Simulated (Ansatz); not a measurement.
Tetradymite Sb2Te3

The numbers are results of LDA (PAW; Ansatz, an electronic-structure program), not measurements.

Cell: relaxed at this level.

interlayer binding energy: 20.7 meV/Å²
layer repeat distance: 9.821 Å
gap between the layers: 2.544 Å

Spin–orbit coupling is not included; with these elements it can move the gap by several tenths of an eV or more.
